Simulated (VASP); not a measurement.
Si: single point with LDA

The system is Si.

```xyz
2
Lattice="2.6656 0.0000 0.0000 -1.3328 2.3085 0.0000 0.0000 0.0000 4.5063" Properties=species:S:1:pos:R:3 pbc="T T T"
Si    0.0000    1.5390    1.1266
Si    1.3328    0.7695    3.3797
```

This isn't the form of Si at room conditions, which is diamond.

```yaml
Program: VASP 6.6.1
Task: single point
Functional: LDA
Potentials_or_basis: VASP PAW LDA potentials, release 64 (Si)
Cutoff: 520 eV
k_mesh: 24 × 24 × 12
Occupations: gaussian, width 0.15 eV
Spin: no spin polarisation
```

The pressure is -0.3 GPa and the band gap on the k mesh is none (metal or under the smearing width).

Stress tensor (GPa, compression positive):
```
-0.74  0.00  0.00
 0.00 -0.74  0.00
 0.00  0.00  0.52
```

Levels at points of the mesh, in eV from the Fermi level:
```tsv
k point	band 2	band 3	band 4	band 5	band 6	band 7
(0.00, 0.00, 0.00)	-8.22	-7.33	8.94	8.94	10.25	10.25
(0.50, 0.00, 0.00)	-7.82	-1.91	-1.65	-1.47	-0.07	3.71
(0.00, 0.00, 0.50)	-13.03	0.64	0.64	10.28	10.28	10.28
(0.50, 0.00, 0.50)	-6.68	-6.09	-6.09	5.24	5.24	5.80
```

It took 34 s on 1 thread of Intel(R) Xeon(R) 6975P-C (Granite Rapids), on a shared host, peak memory 0.2 GiB.
